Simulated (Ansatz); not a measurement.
# CsSnBr3: single point with PBE

Crystal: CsSnBr3.

```xyz
5
Lattice="5.8390 0.0000 0.0000 0.0000 5.8390 0.0000 0.0000 0.0000 5.8390" Properties=species:S:1:pos:R:3 pbc="T T T"
Cs    0.0000    0.0000    0.0000
Sn    2.9195    2.9195    2.9195
Br    0.0000    2.9195    2.9195
Br    2.9195    2.9195    0.0000
Br    2.9195    0.0000    2.9195
```

The cell is a database's computed one.

* Program: Ansatz 0.2.0
* Task: single point
* Functional: PBE
* Potentials or basis: Ansatz PAW
* Cutoff: 420 eV (not typed: the program's choice for these potentials)
* k mesh: 5 × 5 × 5
* Occupations: gaussian, width 0.011 eV
* Spin: no spin polarisation

```
Pressure               : 0.5 GPa
Band gap on the k mesh : 1.88 eV, direct
```

Levels at points of the mesh, in eV from the valence-band top:
| k point | band 18 | band 19 | band 20 | band 21 | band 22 | band 23 | band 24 | band 25 | band 26 | band 27 |
| --- | --- | --- | --- | --- | --- | --- | --- | --- | --- | --- |
| (0.00, 0.00, 0.00) | -2.11 | -2.11 | -1.98 | -1.98 | -1.98 | 3.15 | 4.19 | 4.19 | 4.84 | 4.84 |

It took 1.3 s on 2 threads of Intel(R) Xeon(R) Platinum 8488C (Sapphire Rapids), on a shared host, peak memory 0.5 GiB.

The gap isn't set beside the measured one, since this odd mesh misses points on the zone boundary.

Caveat: odd divisions of the mesh miss points on the zone boundary, where band edges often lie, so the gap on the mesh can be too wide; spin-orbit coupling is left out, which moves the levels of the heavy elements.
